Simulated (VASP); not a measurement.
# SnSe2 (P-3m1) in VASP: notebook

The runs below take SnSe2 through relaxation of cell and atoms, single point, with PBE, PBE+D3(BJ), PBEsol.

All numbers are computed with VASP 6.6.1; they aren't measurements. Logs are shortened: lines on timing, memory, paths and dates and some standing lists are left out, and cuts for length are marked.

**1. The structure**

Symmetry: P-3m1, No. 164, trigonal system. Conventional cell: a = 3.842 Å, b = 3.842 Å, c = 6.486 Å, α = 90.00°, β = 90.00°, γ = 120.00°. Around Sn (site symmetry -3m) lie 6 Se at 2.72 Å. Se (site symmetry 3m) has 3 Sn at 2.72 Å as nearest neighbours.

The cell is a database's computed one.

**2. Relaxation of cell and atoms, PBE**

Input file INCAR:

```
SYSTEM = SnSe2
PREC     = Accurate       ! precision mode
ENCUT    = 600            ! plane-wave cutoff, eV
EDIFF    = 1E-7           ! SCF threshold, eV
ISMEAR   = 0              ! smearing method
SIGMA    = 0.02           ! smearing width, eV
LREAL    = .FALSE.        ! projectors in reciprocal space
LASPH    = .TRUE.         ! aspherical terms in the spheres
NELM     = 100            ! most SCF steps
ALGO     = Normal         ! electronic algorithm
ISIF     = 3              ! what is computed and relaxed
LWAVE    = .FALSE.        ! write WAVECAR
LCHARG   = .FALSE.        ! write CHGCAR
GGA      = PE             ! functional
IBRION   = 2              ! ionic algorithm
NSW      = 90             ! ionic steps
EDIFFG   = -0.005         ! ionic threshold
```

Input file KPOINTS:

```
regular mesh
0
G
  9 9 4
  0 0 0
```

Input file POSCAR:

```
SnSe2
1.0
    3.8418991400      0.0000000000      0.0000000000
   -1.9209495700      3.3271822500      0.0000000000
    0.0000000000      0.0000000000      6.4858801000
Sn Se
1 2
Direct
    0.0000000000      0.0000000000      0.0000000000
    0.6666666700      0.3333333300      0.7570988600
    0.3333333300      0.6666666700      0.2429011400
```

Potentials or basis: VASP PAW PBE potentials, release 64 (Sn_d, Se).

Started as:

```bash
$ cat potpaw_PBE.64/Sn_d/POTCAR potpaw_PBE.64/Se/POTCAR > POTCAR
$ mpirun -np 1 vasp_std > vasp.out
```

OUTCAR:

```text
SYSTEM = SnSe2
   PREC = Accurate
   ENCUT = 600
   EDIFF = 1E-7
   ISMEAR = 0
   LREAL = .FALSE.
   LASPH = .TRUE.
   NELM = 100
   ISIF = 3
   GGA = PE
   IBRION = 2
   NSW = 90
   EDIFFG = -0.005

 ion  position               nearest neighbor table
   1  0.000  0.000  0.000-   2 2.72   3 2.72   3 2.72   2 2.72   2 2.72   3 2.72
   2  0.667  0.333  0.757-   1 2.72   1 2.72   1 2.72
   3  0.333  0.667  0.243-   1 2.72   1 2.72   1 2.72

  LATTYP: Found a hexagonal cell.
 ALAT       =     3.8418991400
 C/A-ratio  =     1.6881963486

  Lattice vectors:

 A1 = (   3.8418991400,   0.0000000000,   0.0000000000)
 A2 = (  -1.9209495700,   3.3271822500,   0.0000000000)
 A3 = (   0.0000000000,   0.0000000000,   6.4858801000)

Analysis of symmetry for initial positions (statically):
=====================================================================
 Subroutine PRICEL returns:
 Original cell was already a primitive cell.

 Routine SETGRP: Setting up the symmetry group for a
 hexagonal supercell.

 Subroutine GETGRP returns: Found 12 space group operations
 (whereof 12 operations were pure point group operations)
 out of a pool of 24 trial point group operations.

The static configuration has the point symmetry D_3d.

Analysis of symmetry for dynamics (positions and initial velocities):
=====================================================================
 Subroutine PRICEL returns:
 Original cell was already a primitive cell.

 Routine SETGRP: Setting up the symmetry group for a
 hexagonal supercell.

 Subroutine GETGRP returns: Found 12 space group operations
 (whereof 12 operations were pure point group operations)
 out of a pool of 24 trial point group operations.

The dynamic configuration has the point symmetry D_3d.

 Subroutine INISYM returns: Found 12 space group operations
 (whereof 12 operations are pure point group operations),
 and found     1 'primitive' translations

----------------------------------------------------------------------------------------

                                     Primitive cell

  volume of cell :      82.9071

  direct lattice vectors                    reciprocal lattice vectors
     3.841899140  0.000000000  0.000000000     0.260287937  0.150277310  0.000000000
    -1.920949570  3.327182250  0.000000000     0.000000000  0.300554621  0.000000000
     0.000000000  0.000000000  6.485880100     0.000000000  0.000000000  0.154181080

  length of vectors
     3.841899140  3.841899137  6.485880100     0.300554621  0.300554621  0.154181080

  position of ions in fractional coordinates (direct lattice)
     0.000000000  0.000000000  0.000000000
     0.666666670  0.333333330  0.757098860
     0.333333330  0.666666670  0.242901140

  ion indices of the primitive-cell ions
   primitive index   ion index
                 1           1
                 2           2
                 3           3

----------------------------------------------------------------------------------------

 KPOINTS: regular mesh

Automatic generation of k-mesh.
 Grid dimensions read from file:
 generate k-points for:    9    9    4

 Generating k-lattice:

  Cartesian coordinates                     Fractional coordinates (reciprocal lattice)
     0.028920882  0.016697479  0.000000000     0.111111111  0.000000000  0.000000000
     0.000000000  0.033394958  0.000000000     0.000000000  0.111111111  0.000000000
     0.000000000  0.000000000  0.038545270     0.000000000  0.000000000  0.250000000

  Length of vectors
     0.033394958  0.033394958  0.038545270

  Shift w.r.t. Gamma in fractional coordinates (k-lattice)
     0.000000000  0.000000000  0.000000000

 Subroutine IBZKPT returns following result:
 ===========================================

 Found     43 irreducible k-points:

 Following reciprocal coordinates:
            Coordinates               Weight
  0.000000  0.000000  0.000000      1.000000
  0.111111  0.000000  0.000000      6.000000
  0.222222 -0.000000  0.000000      6.000000
  0.333333  0.000000  0.000000      6.000000
  0.444444 -0.000000  0.000000      6.000000
  0.111111  0.111111  0.000000      6.000000
[... 16 lines left out ...]
  0.222222  0.111111  0.250000     12.000000
 -0.111111  0.333333  0.250000     12.000000
 [... further k-points ...]
   k-points           NKPTS =     43   k-points in BZ     NKDIM =     43   number of bands    NBANDS=     17
   number of dos      NEDOS =    301   number of ions     NIONS =      3
   total plane-waves  NPLWV =  55296
   dimension x,y,z NGX =    32 NGY =   32 NGZ =   54
   dimension x,y,z NGXF=    64 NGYF=   64 NGZF=  108
   ions per type =               1   2
   NGX,Y,Z   is equivalent  to a cutoff of  13.85, 13.85, 13.84 a.u.
   NGXF,Y,Z  is equivalent  to a cutoff of  27.69, 27.69, 27.68 a.u.
 SYSTEM =  SnSe2
   PREC   = accura    normal or accurate (medium, high low for compatibility)
   ISTART =      0    job   : 0-new  1-cont  2-samecut
   ICHARG =      2    charge: 1-file 2-atom 10-const
   ISPIN  =      1    spin polarized calculation?
   LNONCOLLINEAR =      F non collinear calculations
   LSORBIT =      F    spin-orbit coupling
   LASPH  =      T    aspherical Exc in radial PAW
   ENCUT  =  600.0 eV  44.10 Ry    6.64 a.u.   7.67  7.67 12.95*2*pi/ulx,y,z
   NELM   =    100;   NELMIN=  2; NELMDL= -5     # of ELM steps
   EDIFF  = 0.1E-06   stopping-criterion for ELM
   LREAL  =      F    real-space projection
   EDIFFG = -.5E-02   stopping-criterion for IOM
   NSW    =     90    number of steps for IOM
   IBRION =      2    ionic relax: 0-MD 1-quasi-New 2-CG
   NFREE  =      1    steps in history (QN), initial steepest desc. (CG)
   ISIF   =      3    stress and relaxation
   ISYM   =      2    0-nonsym 1-usesym 2-fastsym
   POTIM  = 0.5000    time-step for ionic-motion
   TEBEG  =    0.0;   TEEND  =   0.0 temperature during run
   PSTRESS=    0.0 pullay stress
   NELECT =      26.0000    total number of electrons
   NUPDOWN=      -1.0000    fix difference up-down
   EMIN   =  10.00;   EMAX   =-10.00  energy-range for DOS
   EFERMI =   0.00;   METHOD = LEGACY
   ISMEAR =     0;   SIGMA  =   0.02  broadening in eV -4-tet -1-fermi 0-gaus
   EFERMI_NEDOS =   21; number of points for ismear=-14 and -15
   IALGO  =     38    algorithm
   IMIX   =      4    mixing-type and parameters
     AMIX     =   0.40;   BMIX     =  1.00
     AMIX_MAG =   1.60;   BMIX_MAG =  1.00
  volume/ion in A,a.u.               =      27.64       186.49
  Fermi-wavevector in a.u.,A,eV,Ry     =   1.112249  2.101846 16.831746  1.237098
  Thomas-Fermi vector in A             =   2.248821
   LORBIT       =      0    0 simple, 1 ext, 2 COOP (PROOUT), +10 PAW based schemes
   GGA     = PE    functional components
   LHFCALC =     F    Hartree Fock is set to
   AEXX    =    0.0000 exact exchange contribution
   IVDW    =     0    specifies the selected vdW correction
   LEPSILON=     F    determine dielectric tensor
   LRPA    =     F    only Hartree local field effects (RPA)
 conjugate gradient relaxation of ions
 non-spin polarized calculation
 Gauss-broadening in eV      SIGMA  =   0.02
  energy-cutoff  :      600.00
  volume of cell :       82.91
 maximum number of plane-waves:      2798
 NGX is ok and might be reduce to    32
   NGX = 15   NGY = 15   NGZ = 25

--------------------------------------- Ionic step        1  -------------------------------------------

 number of electron      25.9999999 magnetization

 Free energy of the ion-electron system (eV)
  ---------------------------------------------------
  ext. energy  EPLUGINS =         0.00000000
  ---------------------------------------------------
  free energy    TOTEN  =       -11.85224826 eV

  energy without entropy =      -11.85224826  energy(sigma->0) =      -11.85224826

------------------------ aborting loop because EDIFF is reached ----------------------------------------

  FORCE on cell =-STRESS in cart. coord.  units (eV):
  Direction    XX          YY          ZZ          XY          YZ          ZX
  --------------------------------------------------------------------------------------
  -------------------------------------------------------------------------------------
  Total        0.9620431      0.9620431      1.0987651      0.0000000      0.0000000      0.0000000
  in kB       18.5914671     18.5914671     21.2336163      0.0000000      0.0000000      0.0000000
  external PRESSURE =      19.4721835 kB  Pullay stress =       0.0000000 kB
[... 92 lines left out ...]
  FREE ENERGIE OF THE ION-ELECTRON SYSTEM (eV)
  ---------------------------------------------------
  free  energy   TOTEN  =       -11.8678313814 eV

  energy  without entropy=      -11.8678313814  energy(sigma->0) =      -11.86783138

[... ionic steps 4 to 12 ...]

--------------------------------------- Ionic step       13  -------------------------------------------

 number of electron      25.9999988 magnetization

------------------------ aborting loop because EDIFF is reached ----------------------------------------

  FORCE on cell =-STRESS in cart. coord.  units (eV):
  Direction    XX          YY          ZZ          XY          YZ          ZX
  --------------------------------------------------------------------------------------
  -------------------------------------------------------------------------------------
  Total        0.0958068      0.0958068      0.0959512      0.0000000      0.0000000      0.0000000
  in kB        1.6965261      1.6965261      1.6990831      0.0000000      0.0000000      0.0000000
  external PRESSURE =       1.6973784 kB  Pullay stress =       0.0000000 kB
[... 59 lines left out ...]
  energy  without entropy=      -11.8723015627  energy(sigma->0) =      -11.87230156

--------------------------------------- Ionic step       15  -------------------------------------------

 number of electron      25.9999987 magnetization

 Free energy of the ion-electron system (eV)
  ---------------------------------------------------
  ext. energy  EPLUGINS =         0.00000000
  ---------------------------------------------------
  free energy    TOTEN  =       -11.87324873 eV

  energy without entropy =      -11.87324873  energy(sigma->0) =      -11.87324873

 E-fermi :   2.7033     XC(G=0):  -8.5850

 val. band max:        2.5381418764   @ k =   0.1111   0.0000   0.2500
 cond. band min:       3.2890677372   @ k =   0.4444  -0.0000   0.5000
 fundamental gap:      0.7509258608
 Fermi energy:         2.7032947777

 k-point     1 :       0.0000    0.0000    0.0000
  band No.  band energies     occupation
      1     -18.5859      2.00000
      2     -18.5859      2.00000
      3     -18.5534      2.00000
      4     -18.5443      2.00000
      5     -18.5443      2.00000
      6     -10.8169      2.00000
[... 9 lines left out ...]
     16       7.1154      0.00000
     17       7.1154      0.00000
[... 443 lines left out ...]
      1     -18.6076      2.00000
      2     -18.5727      2.00000
      3     -18.5557      2.00000
      4     -18.5431      2.00000
      5     -18.5327      2.00000
      6     -10.0761      2.00000
[... 9 lines left out ...]
     16       7.5401      0.00000
     17       8.5442      0.00000

 [... further k-points ...]

------------------------ aborting loop because EDIFF is reached ----------------------------------------

  FORCE on cell =-STRESS in cart. coord.  units (eV):
  Direction    XX          YY          ZZ          XY          YZ          ZX
  --------------------------------------------------------------------------------------
  -------------------------------------------------------------------------------------
  Total        0.0127397      0.0127397     -0.0057780      0.0000000      0.0000000      0.0000000
  in kB        0.2246654      0.2246654     -0.1018961      0.0000000      0.0000000      0.0000000
  external PRESSURE =       0.1158116 kB  Pullay stress =       0.0000000 kB
[... 18 lines left out ...]
  FREE ENERGIE OF THE ION-ELECTRON SYSTEM (eV)
  ---------------------------------------------------
  free  energy   TOTEN  =       -11.8732487302 eV

  energy  without entropy=      -11.8732487302  energy(sigma->0) =      -11.87324873

 reached required accuracy - stopping structural energy minimisation
```

It took 8.3 min on 1 thread of Intel Xeon Platinum 8375C at 2.90GHz (Ice Lake), shared host; peak memory 0.28 GiB.

What came out:

| Quantity | Value |
| --- | --- |
| Free energy | -11.8732 eV |
| Relaxed volume | 30.28 Å³/atom |
| Relaxed cell | a = 3.872 Å, b = 3.872 Å, c = 6.997 Å, α = 90.00°, β = 90.00°, γ = 120.00° |
| Space group after relaxing (to 0.05 Å) | P-3m1 (No. 164) |
| Energy gained by relaxing | 7.0 meV/atom |
| Ionic steps | 15 |
| Pressure after relaxing | 0.0 GPa |
| Band gap on the k mesh | 0.75 eV, indirect (least direct gap 1.11 eV) |

Step by step:
```tsv
step	energy change (eV)	largest force (eV/Å)	pressure (GPa)	volume (Å³)
1	0.0000	0.2600	1.95	82.91
2	-0.0073	0.2614	-1.20	87.00
3	-0.0156	0.0507	0.05	85.23
4	-0.0158	0.0441	0.04	85.34
5	-0.0164	0.0248	0.02	85.69
6	-0.0168	0.0142	-0.03	86.39
7	-0.0170	0.0141	-0.03	86.45
8	-0.0174	0.0136	-0.03	86.62
9	-0.0181	0.0129	-0.03	86.98
10	-0.0193	0.0119	-0.01	87.69
11	-0.0207	0.0144	0.05	89.11
12	-0.0203	0.0348	0.28	91.90
13	-0.0209	0.0297	0.17	90.48
14	-0.0201	0.0784	-0.39	91.81
15	-0.0210	0.0008	0.01	90.85
```

Final structure:
```
Sn Se
1.0
     3.87205    0.00000    0.00000
    -1.93603    3.35330    0.00000
     0.00000    0.00000    6.99711
Sn Se
1 2
Direct
  0.00000 0.00000 0.00000
  0.66667 0.33333 0.77191
  0.33333 0.66667 0.22809
```

Caveat: spin-orbit coupling is left out, which moves the levels of the heavy elements; an odd mesh through Γ misses points on the zone boundary, where band edges often lie; this functional lacks dispersion, which binds the layers, so the pressure and a relaxed spacing across them are unreliable.

**3. Relaxation of cell and atoms, PBE+D3(BJ)**

Edit INCAR of step 2 so:

```diff
@@ -14,2 +14,3 @@
 GGA      = PE             ! functional
+IVDW     = 12             ! dispersion correction
 IBRION   = 2              ! ionic algorithm
```

KPOINTS is that of step 2.

POSCAR is that of step 2.

Potentials or basis: VASP PAW PBE potentials, release 64 (Sn_d, Se).

Started as:

```bash
$ cat potpaw_PBE.64/Sn_d/POTCAR potpaw_PBE.64/Se/POTCAR > POTCAR
$ mpirun -np 1 vasp_std > vasp.out
```

Run time: 8.6 min. Hardware: 1 thread of Intel Xeon Platinum 8375C at 2.90GHz (Ice Lake), shared host; peak memory 0.29 GiB.

It converged, with:

| Property | Result |
| --- | --- |
| Free energy | -12.8984 eV |
| Relaxed volume | 25.56 Å³/atom |
| Relaxed cell | a = 3.841 Å, b = 3.841 Å, c = 6.001 Å, α = 90.00°, β = 90.00°, γ = 120.00° |
| Space group after relaxing (to 0.05 Å) | P-3m1 (No. 164) |
| Energy gained by relaxing | 13.6 meV/atom |
| Ionic steps | 19 |
| Pressure after relaxing | 0.0 GPa |
| Band gap on the k mesh | 0.50 eV, indirect (least direct gap 0.80 eV) |
| Dispersion energy per atom | -0.364 eV |

The path:
```tsv
step	energy change (eV)	largest force (eV/Å)	pressure (GPa)	volume (Å³)
1	0.0000	0.2658	-0.06	82.91
2	-0.0054	0.1394	-0.40	82.79
3	-0.0072	0.0042	-0.77	82.66
4	-0.0104	0.0155	-0.54	82.03
5	-0.0158	0.0496	0.20	80.17
6	-0.0161	0.0609	0.46	79.56
7	-0.0202	0.0598	0.45	79.19
8	-0.0304	0.0585	0.48	78.04
9	-0.0384	0.0571	0.79	75.71
10	-0.0393	0.1049	-0.55	77.00
11	-0.0405	0.0359	0.02	76.44
12	-0.0405	0.0378	0.00	76.45
13	-0.0406	0.0188	0.01	76.51
14	-0.0407	0.0078	0.01	76.54
15	-0.0407	0.0070	0.00	76.54
16	-0.0407	0.0059	0.01	76.55
17	-0.0407	0.0026	0.02	76.58
18	-0.0407	0.0039	0.04	76.64
19	-0.0407	0.0019	0.03	76.67
```

Final structure:
```xyz
3
Lattice="3.8407 0.0000 0.0000 -1.9203 3.3261 0.0000 0.0000 0.0000 6.0015" Properties=species:S:1:pos:R:3 pbc="T T T"
Sn    0.0000    0.0000    0.0000
Se    1.9203    1.1087    4.4066
Se    0.0000    2.2174    1.5949
```

Levels at points of the mesh, in eV from the valence-band top:
```tsv
k point	band 11	band 12	band 13	band 14	band 15	band 16
(0.00, 0.00, 0.00)	-0.55	-0.55	-0.10	0.70	2.93	4.49
(0.00, 0.00, 0.50)	-0.88	-0.28	-0.28	2.40	2.78	4.10
```

Caveat: spin-orbit coupling is left out, which moves the levels of the heavy elements; an odd mesh through Γ misses points on the zone boundary, where band edges often lie.

**4. Relaxation of cell and atoms, PBEsol**

Edit INCAR of step 3 so:

```diff
@@ -2,3 +2,3 @@
 PREC     = Accurate       ! precision mode
-ENCUT    = 600            ! plane-wave cutoff, eV
+ENCUT    = 300            ! plane-wave cutoff, eV
 EDIFF    = 1E-7           ! SCF threshold, eV
@@ -13,4 +13,3 @@
 LCHARG   = .FALSE.        ! write CHGCAR
-GGA      = PE             ! functional
-IVDW     = 12             ! dispersion correction
+GGA      = PS             ! functional
 IBRION   = 2              ! ionic algorithm
```

KPOINTS is that of step 3.

POSCAR is that of step 3.

Started as:

```bash
$ cat potpaw_PBE.64/Sn_d/POTCAR potpaw_PBE.64/Se/POTCAR > POTCAR
$ mpirun -np 1 vasp_std > vasp.out
```

Run time: 2.7 min. Hardware: 1 thread of Intel Xeon Platinum 8375C at 2.90GHz (Ice Lake), shared host; peak memory 0.18 GiB.

It converged, with:

| Item | Value |
| --- | --- |
| Free energy | -12.9864 eV |
| Relaxed volume | 25.62 Å³/atom |
| Relaxed cell | a = 3.819 Å, b = 3.819 Å, c = 6.087 Å, α = 90.00°, β = 90.00°, γ = 120.00° |
| Space group after relaxing (to 0.05 Å) | P-3m1 (No. 164) |
| Energy gained by relaxing | 6.8 meV/atom |
| Ionic steps | 13 |
| Pressure after relaxing | 0.0 GPa |
| Largest force after relaxing | 0.003 eV/Å |
| Band gap on the k mesh | 0.55 eV, indirect (least direct gap 0.91 eV) |

Forces in eV/Å, atoms in the order of the input:
```
Sn   0.000  0.000  0.000
Se   0.000  0.000 -0.003
Se   0.000  0.000  0.003
```

Step by step:
| step | energy change (eV) | largest force (eV/Å) | pressure (GPa) | volume (Å³) |
| --- | --- | --- | --- | --- |
| 1 | 0.0000 | 0.0634 | -0.84 | 82.91 |
| 2 | -0.0043 | 0.1913 | 0.37 | 81.18 |
| 3 | -0.0045 | 0.1679 | 0.15 | 81.48 |
| 4 | -0.0066 | 0.0825 | 0.00 | 81.28 |
| 5 | -0.0069 | 0.0371 | -0.08 | 81.17 |
| 6 | -0.0081 | 0.0359 | -0.08 | 80.94 |
| 7 | -0.0114 | 0.0330 | -0.10 | 80.23 |
| 8 | -0.0169 | 0.0297 | -0.06 | 78.81 |
| 9 | -0.0196 | 0.0317 | 0.32 | 75.95 |
| 10 | -0.0203 | 0.0369 | 0.16 | 76.96 |
| 11 | -0.0204 | 0.0364 | 0.18 | 76.76 |
| 12 | -0.0123 | 0.2347 | -1.39 | 77.70 |
| 13 | -0.0205 | 0.0031 | -0.01 | 76.87 |

Final structure:
```
CELL_PARAMETERS angstrom
3.81878 0.00000 0.00000
-1.90939 3.30716 0.00000
0.00000 0.00000 6.08689
ATOMIC_POSITIONS crystal
Sn 0.00000 0.00000 0.00000
Se 0.66667 0.33333 0.73920
Se 0.33333 0.66667 0.26080
```

Levels at points of the mesh, in eV from the valence-band top:
| k point | band 9 | band 10 | band 11 | band 12 | band 13 | band 14 | band 15 | band 16 | band 17 |
| --- | --- | --- | --- | --- | --- | --- | --- | --- | --- |
| (0.00, 0.00, 0.00) | -0.63 | -0.63 | -0.41 | -0.41 | -0.10 | 0.80 | 2.92 | 4.55 | 4.55 |
| (0.00, 0.00, 0.50) | -2.37 | -0.76 | -0.76 | -0.19 | -0.19 | 2.45 | 2.80 | 4.21 | 4.21 |

Caveat: the PAW data sets were made with another functional, which shifts forces and pressure a little; spin-orbit coupling is left out, which moves the levels of the heavy elements; an odd mesh through Γ misses points on the zone boundary, where band edges often lie; this functional lacks dispersion, which binds the layers, so the pressure and a relaxed spacing across them are unreliable.

(Continued in part 2 of 2.)
